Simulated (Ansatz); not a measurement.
A run of Ansatz 0.2.0 is set up as follows.

input

```
crystal:
  lattice:
    - [2.781334, 0.0, 0.0]
    - [0.0, 2.781334, 0.0]
    - [0.0, 0.0, 2.781334]
  atoms:
    - { symbol: Co, position: [0.0, 0.0, 0.0], spin: 2.0 }
    - { symbol: Si, position: [0.5, 0.5, 0.5] }
hamiltonian:
  xc: r2scan50
  pseudopotentials: { kind: paw }
magnetization:
  spin_polarized: true
kpoints:
  mp_grid: { grid: [5, 5, 5] }
scf:
  occupations: { method: fermi_dirac, width: 0.05 }
output:
  forces: true
  stress: true
  eigenvalues: true
  write_density: true
  write_potential: true
  elf: true
  volumetric_format: npy
```

Estimate the net moment.

0.87 μB per cell.

Estimate the site moments.

Co +1.29; Si -0.08 μB.

What does it give for the pressure?

-8.4 GPa.

Estimate the band gap on the k mesh.

none (metal or under the smearing width).

Caveat: the k mesh is coarse (spacing up to 0.45 Å⁻¹), so the values aren't converged, least of all with exact exchange; the magnetic or orbital state may not be the lowest; the pressure holds a Pulay correction of +0.8 GPa for the finite cutoff; the PAW data sets come from PBE, with cores solved anew for the run's functional, which leaves a small shift of forces and pressure; the thresholds are loose for stress.
